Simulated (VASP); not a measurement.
Input of a VASP 6.6.1 run:

File INCAR:

```
SYSTEM = AlN
  PREC = Accurate
  ENCUT = 600
  EDIFF = 1E-7
  ISMEAR = 0
  SIGMA = 0.03
  LREAL = .False.
  LASPH = .True.
  NELM = 80
  ALGO = Normal
  ISIF = 3
  LWAVE = .False.
  LCHARG = .False.
  GGA = PE
  IBRION = 2
  NSW = 90
  EDIFFG = -0.005
```

File KPOINTS:

```
regular mesh
0
Gamma
  12 12 6
  0 0 0
```

The input POSCAR:

```
AlN                                     
1.0
    3.1273442140      0.0000000000      0.0000000000
   -1.5636721070      2.7083595337     -0.0000000000
    0.0000000000      0.0000000000      5.0175425437
  Al              N             
     2     2
Direct
     0.3333333300000021    0.6666666699999979    0.9993379583176335
     0.6666666699999979    0.3333333300000021    0.4993379583176335
     0.3333333300000021    0.6666666699999979    0.3806620416823691
     0.6666666699999979    0.3333333300000021    0.8806620416823691
```

Potentials or basis: VASP PAW PBE potentials, release 64 (Al, N).

Run with:

```console
$ cat potpaw_PBE.64/Al/POTCAR potpaw_PBE.64/N/POTCAR > POTCAR
$ mpirun -np 1 vasp_std > vasp.out
```

Problem. What does it give for the band gap on the k mesh?

Solution. 4.06 eV, direct.

Final structure:
```xyz
4
Lattice="3.1279 0.0000 0.0000 -1.5639 2.7088 0.0000 0.0000 0.0000 5.0159" Properties=species:S:1:pos:R:3 pbc="T T T"
Al    0.0000    1.8059    5.0124
Al    1.5639    0.9029    2.5044
N     0.0000    1.8059    1.9096
N     1.5639    0.9029    4.4175
```

A k mesh can miss the band edges. PBE gaps usually lie below the measured ones, often by a third to a half.
